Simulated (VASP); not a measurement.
Runs of VASP 6.6.1 on PbS (Galena). It takes space group Fm-3m (No. 225, cubic). The conventional cell has a = 6.007 Å, b = 6.007 Å, c = 6.007 Å, α = 90.00°, β = 90.00°, γ = 90.00°. Around Pb (site symmetry m-3m) lie 6 S at 3.00 Å. S (site symmetry m-3m) has 6 Pb at 3.00 Å as nearest neighbours. 

```tsv
task	cell	gap on the mesh (eV)	pressure (GPa)
relaxation of the atoms	atoms relaxed from: a relaxed cell with its volume scaled by 0.94	0.27	3.8
relaxation of the atoms	atoms relaxed	0.50	0.0
relaxation of cell and atoms	relaxed	0.50	0.0
relaxation of the atoms	atoms relaxed from: a relaxed cell with its volume scaled by 1.06	0.67	-2.7
relaxation of the atoms	atoms relaxed from: a relaxed cell with its volume scaled by 0.96	(a)	2.4
```

Alike in all rows: level PBE; potentials or basis VASP PAW PBE potentials, release 64 (Pb_d, S); no spin polarisation; k mesh 8 × 8 × 8; cutoff (eV) 600; smearing gaussian 0.03 eV.

Task: Estimate the missing entries.

Result: (a) 0.35.

Caveats: the relaxation stopped at its first step, so nothing moved; spin-orbit coupling is left out, which as a rule narrows the gap of such compounds by several tenths of an eV.

A k mesh can miss the band edges, and the runs leave out spin-orbit coupling on Pb.
